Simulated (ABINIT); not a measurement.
Input of an ABINIT 10.8.3 (patched build) run:

File run.abi:

```
# Datasets: ground state, then fixed potential
ndtset 2

# Pseudopotentials
pp_dirpath "./"
pseudos "P.hgh, B.hgh"

# Structure
acell 3.208850573 3.208850573 3.208850573 Angstrom
rprim
     0.0000000000     0.7071067812     0.7071067812
     0.7071067812     0.0000000000     0.7071067812
     0.7071067812     0.7071067812     0.0000000000
ntypat 2
znucl 15 5
natom 2
typat 1 2
xcart
     6.4316828652     6.4316828652     6.4316828652
     0.0000000000     0.0000000000     0.0000000000

# Plane-wave basis
ecut 31.0

# Exchange and correlation
ixc -497498
usekden 1

# Bands and occupations
occopt 3
tsmear 0.05 eV

# SCF cycle
nstep 100

# Output
iomode 3
prtwf 0
prteig 0
prtebands 0
enunit 1
prtden1 1
prtkden1 1

# Dataset 1
kptopt1 1
ngkpt1 10 10 10
nshiftk1 1
shiftk1 0.0 0.0 0.0
nband1 8
tolvrs1 1.0e-9

# Dataset 2: bands along G-X-W-K-G-L-U-W-L-K
iscf2 -2
getden2 1
getkden2 1
nband2 12
nbdbuf2 2
tolwfr2 1.0e-12
kptopt2 -9
ndivsm2 8
prteig2 1
kptbounds2
     0.0000000000     0.0000000000     0.0000000000
     0.5000000000     0.0000000000     0.5000000000
     0.5000000000     0.2500000000     0.7500000000
     0.3750000000     0.3750000000     0.7500000000
     0.0000000000     0.0000000000     0.0000000000
     0.5000000000     0.5000000000     0.5000000000
     0.6250000000     0.2500000000     0.6250000000
     0.5000000000     0.2500000000     0.7500000000
     0.5000000000     0.5000000000     0.5000000000
     0.3750000000     0.3750000000     0.7500000000
```

Potentials or basis: HGH LDA.

Launch:

```console
$ abinit run.abi > log 2>&1
```

Question: Estimate the band gap on the k mesh.

Answer: 1.51 eV, indirect (least direct gap 3.61 eV).

Levels at the corners of the path, in eV from the valence-band top:
| point | band 2 | band 3 | band 4 | band 5 | band 6 | band 7 |
| --- | --- | --- | --- | --- | --- | --- |
| Γ | 0.00 | 0.00 | 0.00 | 3.61 | 3.61 | 3.61 |
| X | -9.08 | -4.32 | -4.32 | 1.64 | 1.95 | 12.84 |
| W | -8.57 | -5.87 | -5.66 | 5.87 | 7.25 | 7.67 |
| K | -8.65 | -6.44 | -3.68 | 2.47 | 6.46 | 10.32 |
| Γ | 0.00 | 0.00 | 0.00 | 3.61 | 3.61 | 3.61 |
| L | -9.44 | -1.87 | -1.87 | 4.01 | 5.07 | 5.07 |
| U | -8.65 | -6.44 | -3.68 | 2.47 | 6.46 | 10.32 |
| W | -8.57 | -5.87 | -5.66 | 5.87 | 7.25 | 7.67 |
| L | -9.44 | -1.87 | -1.87 | 4.01 | 5.07 | 5.07 |
| K | -8.65 | -6.44 | -3.68 | 2.47 | 6.46 | 10.32 |

Caveat: HGH potentials are hard and often keep d shells in the core, so these values are rough. A k mesh can miss the band edges.
